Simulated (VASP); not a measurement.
**From VASP inputs to Ansatz: BN (zincblende)**

INCAR, step 1 (PBE orbitals to start from)

```
EDIFF = 1E-5
PREC = Accurate
ENCUT = 520
LCHARG = .FALSE.
GGA = PE
LWAVE = .TRUE.
LREAL = .FALSE.
NBANDS = 11
NELM = 120
LASPH = .TRUE.
SIGMA = 0.01
ISMEAR = 0
```

INCAR, step 2

```
ISTART = 1
IBRION = -1
SIGMA = 0.01
LHFCALC = .TRUE.
ISIF = 2
LASPH = .TRUE.
AEXX = 0.25
EDIFF = 1E-7
NELM = 120
LREAL = .FALSE.
HFSCREEN = 0.2079
ENCUT = 520
GGA = PE
NSW = 0
ALGO = Normal
PRECFOCK = Fast
NBANDS = 11
LCHARG = .FALSE.
LWAVE = .FALSE.
PREC = Accurate
ISMEAR = 0
```

KPOINTS

```
KPOINTS created by Atomic Simulation Environment
0
Gamma
8 8 8
0 0 0
```

KPOINTS_OPT

```
special points
6
Reciprocal
0.0000000000 0.0000000000 0.0000000000 1
0.5000000000 0.0000000000 0.5000000000 1
0.5000000000 0.2500000000 0.7500000000 1
0.3750000000 0.3750000000 0.7500000000 1
0.5000000000 0.5000000000 0.5000000000 1
0.6250000000 0.2500000000 0.6250000000 1
```

POSCAR

```
B  N
 1.0000000000000000
     0.0000000000000000    1.8048254637186480    1.8048254637186480
     1.8048254637186480   -0.0000000000000000    1.8048254637186480
     1.8048254637186480    1.8048254637186480    0.0000000000000000
 B   N
   1   1
Cartesian
  0.0000000000000000  0.0000000000000000 -0.0000000000000000
  0.9024127318593240  0.9024127318593240  0.9024127318593240
```

VASP ran with the recommended PBE PAW datasets (8 valence electrons in the cell).

**Question.** Translate these files to an Ansatz input.

**Answer.** 

```yaml
crystal:
  lattice:
    - [0.0, 1.8048254637, 1.8048254637]
    - [1.8048254637, 0.0, 1.8048254637]
    - [1.8048254637, 1.8048254637, 0.0]
  atoms:
    - { symbol: B, position: [0.0, 0.0, 0.0] }
    - { symbol: "N", position: [0.25, 0.25, 0.25] }
kpoints:
  mp_grid: { grid: [8, 8, 8] }
  band_path:
    path:
      - [0.0, 0.0, 0.0]
      - [0.5, 0.0, 0.5]
      - [0.5, 0.25, 0.75]
      - [0.375, 0.375, 0.75]
      - [0.5, 0.5, 0.5]
      - [0.625, 0.25, 0.625]
    npoints: 1
hamiltonian:
  xc: hse06
scf:
  occupations: { method: fixed }
  n_extra_bands: 4
output:
  forces: true
  stress: true
  eigenvalues: true
```

Other inputs would serve too.

```json
{"": "gap between bands v and c", "VASP": "5.78 eV", "Ansatz": "5.79 eV"}
{"": "least direct gap", "VASP": "10.57 eV", "Ansatz": "10.59 eV"}
{"": "pressure", "VASP": "-3.9 GPa", "Ansatz": "-4.4 GPa"}
```

The two codes use different PAW datasets and cutoffs. VASP's cell holds 8 valence electrons and Ansatz's 8. Ansatz's stress includes a Pulay correction; VASP's doesn't.
